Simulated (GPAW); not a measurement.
# C (C2/m) in GPAW: single point with r2SCAN

Aim: the single point of C with r2SCAN.

Program: GPAW 26.7.0. These are calculated values, not measurements. Logs are shortened: lines on timing, memory, paths and dates and some standing lists are left out, and cuts for length are marked. The log counts tension as positive stress, the text compression.

## (1) The structure

It takes space group C2/m (No. 12, monoclinic). The conventional cell has a = 4.255 Å, b = 2.457 Å, c = 3.765 Å, α = 90.00°, β = 111.49°, γ = 90.00°. Around C (site symmetry m) lie 3 C at 1.42 Å.

This is a stacking variant of graphite.

## (2) Single point, r2SCAN

run.py reads:

```python
from ase.dft.bandgap import bandgap
from ase.io import read, write
from ase.units import GPa
from gpaw import GPAW, PW

atoms = read('C.cif')

calc = GPAW(mode=PW(550),
            xc='MGGA_X_R2SCAN+MGGA_C_R2SCAN',
            kpts={'size': (10, 10, 6), 'gamma': True},
            occupations={'name': 'fermi-dirac', 'width': 0.05},
            nbands=11,
            maxiter=120,
            txt='gpaw.txt')
atoms.calc = calc
energy = atoms.get_potential_energy()
forces = atoms.get_forces()
stress = atoms.get_stress()
calc.write('gs.gpw')
write('result.traj', atoms)
print(f'Energy: {energy:.6f} eV')
print('Forces (eV/A):')
print(forces.round(4))
print('Stress (GPa):', (stress / GPa).round(3))
print('Fermi level:', round(calc.get_fermi_level(), 4), 'eV')
print(f'Gap: {bandgap(calc)[0]:.4f} eV, direct: {bandgap(calc, direct=True)[0]:.4f} eV')
```

C.cif reads:

```cif
data_C
_cell_length_a 2.45645465
_cell_length_b 2.45645465
_cell_length_c 3.76452542
_cell_angle_alpha 108.49663009
_cell_angle_beta 108.49663009
_cell_angle_gamma 60.00296887
_space_group_name_H-M_alt 'P1'
_space_group_name_Hall 'P 1'
_space_group_IT_number 1
loop_
_space_group_symop_operation_xyz
'x,y,z'
loop_
_atom_site_label
_atom_site_type_symbol
_atom_site_symmetry_multiplicity
_atom_site_Wyckoff_symbol
_atom_site_fract_x
_atom_site_fract_y
_atom_site_fract_z
_atom_site_occupancy
C1 C 1 a 0.1666444700 0.1666444700 0.9999069600 1
C2 C 1 a 0.8333555300 0.8333555300 0.0000930400 1
```

Potentials or basis: GPAW PAW data sets (gpaw-data 1.2.1), pw.

The run is started by

```console
> OMP_NUM_THREADS=1 python run.py
```

gpaw.txt:

```text
__  _  _
 | _ |_)|_||  |
 |__||  | ||/\| - 26.7.0

Input parameters:
  mode=PW(ecut=550.0),
  kpts=MonkhorstPack(size=(10, 10, 6), gamma=True),
  maxiter=120,
  nbands=11,
  occupations=Occupations(name='fermi-dirac', width=0.05),
  xc=XC(name='MGGA_X_R2SCAN+MGGA_C_R2SCAN')

Diagonalizing LCAO Hamiltonian
Converting LCAO to pw mode

       C

                  C

Atoms  # Å, Bohr magnetons
|   | symbol |         x |         y |        z |    initial magnetic moments |
|---|--------|-----------|-----------|----------|-----------------------------|
| 0 |      C | -0.580167 | -0.334980 | 3.502504 | ( 0.0000,  0.0000,  0.0000) |
| 1 |      C |  3.070447 |  1.772830 | 0.000326 | ( 0.0000,  0.0000,  0.0000) |

Unit cell  # Å
| periodic |         x |         y |        z |  lengths |     angles |
|----------|-----------|-----------|----------|----------|------------|
|      yes |  2.456455 |  0.000000 | 0.000000 | 2.456455 | 108.496630 |
|      yes |  1.228117 |  2.127416 | 0.000000 | 2.456455 | 108.496630 |
|      yes | -1.194291 | -0.689566 | 3.502830 | 3.764525 |  60.002969 |

Number of symmetries: 4
Symmetry operations  # r_c * U_cc + t_c -> r_c
|   | kind |            matrix            |
|---|------|------------------------------|
| 0 |  E   |  1, 0, 0,  0, 1, 0,  0, 0, 1 |
| 1 |  σ   |  0, 1, 0,  1, 0, 0,  0, 0, 1 |
| 2 |  C2  |  0,-1, 0, -1, 0, 0,  0, 0,-1 |
| 3 |  i   | -1, 0, 0,  0,-1, 0,  0, 0,-1 |

BZ-sampling:
  Number of BZ points: 600
  Number of IBZ points: 172

  Monkhorst-Pack size: [10, 10, 6]
  Monkhorst-Pack shift: [0.05, 0.05, 0.08333333333333333]

K-points  # in reciprocal-cell coordinates
|     |                                coordinates |     weight |
|-----|--------------------------------------------|------------|
|   0 | (  0.00000000,   0.00000000,   0.00000000) | 0.00166667 |
|   1 | (  0.00000000,   0.00000000,   0.16666667) | 0.00333333 |
|   2 | (  0.00000000,   0.00000000,   0.33333333) | 0.00333333 |
|   3 | (  0.00000000,   0.00000000,   0.50000000) | 0.00166667 |
|   4 | (  0.10000000,  -0.10000000,   0.00000000) | 0.00333333 |
|   5 | (  0.10000000,  -0.10000000,   0.16666667) | 0.00666667 |
|   6 | (  0.10000000,  -0.10000000,   0.33333333) | 0.00666667 |
|   7 | (  0.10000000,  -0.10000000,   0.50000000) | 0.00333333 |
|   8 | (  0.10000000,   0.00000000,  -0.33333333) | 0.00666667 |
|   9 | (  0.10000000,   0.00000000,  -0.16666667) | 0.00666667 |
| ... |                                            |            |
| 171 | (  0.50000000,   0.50000000,   0.50000000) | 0.00166667 |

Plane wave coefficients: 548
Cutoff: 550.0 eV

Spin-components: 1 (collinear spins)
Bands:           11
Projectors:      10
Spin-degeneracy: 2
Datatype:        complex128

Parallelization:
  kpt:    1
  domain: 1
  band:   1

Density:
  Valence electrons: 8.0
  Components: 1
  Grid points: [14 14 21]
  Charge: 0.0  # |e|

Potential:
  Grid points: [14 14 21]

species:
  C:
    name:    Carbon
    Z:       6.0
    valence: 4
    core:    2
    charge:  0.0  # [|e|]
    compensation charges:
      type: gauss
      rc: 0.20  # [Å]
      lmax: 2
    cutoffs:
      filter: 1.14  # [Å]
      core: 1.14  # [Å]
    projectors
    | kind |    occ | energy [eV] | rcut [Å] |
    |------|--------|-------------|----------|
    |   2s |  2.000 |     -13.751 |    0.635 |
    |   2p |  2.000 |      -5.284 |    0.635 |
    |    s |        |      13.461 |    0.635 |
    |    p |        |      21.927 |    0.635 |
    |    d |        |       0.000 |    0.635 |

    Using partial waves for C as LCAO basis

Reference energy: -2055.256231  # eV

eigensolver:
  PPCG
  Converge bands: occupied
  niter=2

density mixing:
  MSR1-Mixer
  Pratt-step length: 0.05
  Maximum mixing coefficient: 0.75
  Old densities: 10
  SVD Regularization: 0.005
  Good broyden scale: 1.0
  Trust region scale: 1.0
  Backstep threshold: 4.0
  History deletion threshold: 6.0
  Fourier metric: weight=20.0, sigma=0.015

occupation numbers:
  Fermi-Dirac:
    width: 0.0500  # eV

poisson solver:
  ecut: 4400.0  # eV

xc functional:
  name: MGGA_X_R2SCAN+MGGA_C_R2SCAN with 2 nearest neighbor stencil

convergence criteria:
- Maximum [total energy] change in last 3 cyles: 0.0005 eV / valence electron
- Maximum integral of absolute [dens]ity change: 0.0001 electrons / valence electron
- Maximum integral of absolute [eigenst]ate change: 4e-08 eV^2 / valence electron
maximum number of iterations: 120

SCF iterations
|iter     | |      energy | eigst |  dens |
|---------|-|-------------|-------|-------|
|iter:   1| |  -22.420301 | +0.53 |       |
|iter:   2| |  -20.531420 | -1.12 | -0.78 |
|iter:   3| |  -19.890769 | -1.18 | -0.80 |
|iter:   4| |  -19.886527 | -3.01 | -1.54 |
|iter:   5| |  -19.888322 | -4.05 | -1.90 |
|iter:   6| |  -19.888324c| -5.76 | -3.16 |
|iter:   7| |  -19.888326c| -7.22 | -3.79 |
|iter:   8| |  -19.888326c| -8.16c| -5.08c|

Converged in 8 steps
Energy contributions relative to reference atoms: (reference = -2055.256231)

Energy contributions:
  Kinetic:          16.055695
  Coulomb:         -16.500827
  Zero:              0.014119
  External:          0.000000
  Xc:              -19.457313
  Entropy:          -0.000000
  Spinorbit:         0.000000
  ----------------------------
  Free energy:     -19.888326
  Extrapolated:    -19.888326

dipole moment: (0.000001, 0.000001, 0.000002)  # |e|*Ang

Fermi level: 5.844
Eigenvalues  # (at kpt = [0.000, 0.000, 0.000])
| band index |      eig [eV] | occ [0-2] |
|------------|---------------|-----------|
|          0 |       -15.177 |     2.000 |
|          1 |        -1.500 |     2.000 |
|          2 |         2.540 |     2.000 |
|          3 |         2.544 |     2.000 |
|          4 |         9.825 |     0.000 |
|          5 |        14.530 |     0.000 |
|          6 |        14.532 |     0.000 |
|          7 |        18.200 |     0.000 |
|          8 |        19.108 |     0.000 |
|          9 |        29.846 |     0.000 |
|         10 |        31.194 |     0.000 |

Gap: 1.471 eV
Transition (v -> c):
  (s=0, k=48, n=3, [0.30, -0.30, 0.00]) -> (s=0, k=96, n=4, [0.40, -0.30, 0.33])
Direct/indirect transitions are different
Direct gap: 1.498 eV
Transition at: (s=0, k=96, n=3, [0.40, -0.30, 0.33])

Forces  # eV/Ang
|        x |        y |        z |
|----------|----------|----------|
| -0.00328 | -0.00189 |  0.01169 |  # C    0
|  0.00328 |  0.00189 | -0.01169 |  # C    1

Stress tensor  # eV/Ang^3
|         x |         y |         z |
|-----------|-----------|-----------|
|  0.000446 | -0.000242 |  0.000231 |
| -0.000242 |  0.000726 |  0.000133 |
|  0.000231 |  0.000133 | -0.000920 |

# Writing to gs.gpw (mode='')
```

It took 50 s on 1 thread of Arm Neoverse V1, shared host; peak memory 0.17 GiB.

These settings aren't checked as converged: the numbers below hold their error.

Results:

| Item | Value |
| --- | --- |
| Free energy | -19.8883 eV |
| Pressure | 0.0 GPa |
| Largest force | 0.012 eV/Å |
| Band gap on the k mesh | 1.47 eV, indirect (least direct gap 1.50 eV) |

Caveat: the cutoff is short for stress and forces, so pressures can be off by a GPa or more; the PAW data sets were made with another functional, which shifts forces and pressure a little.
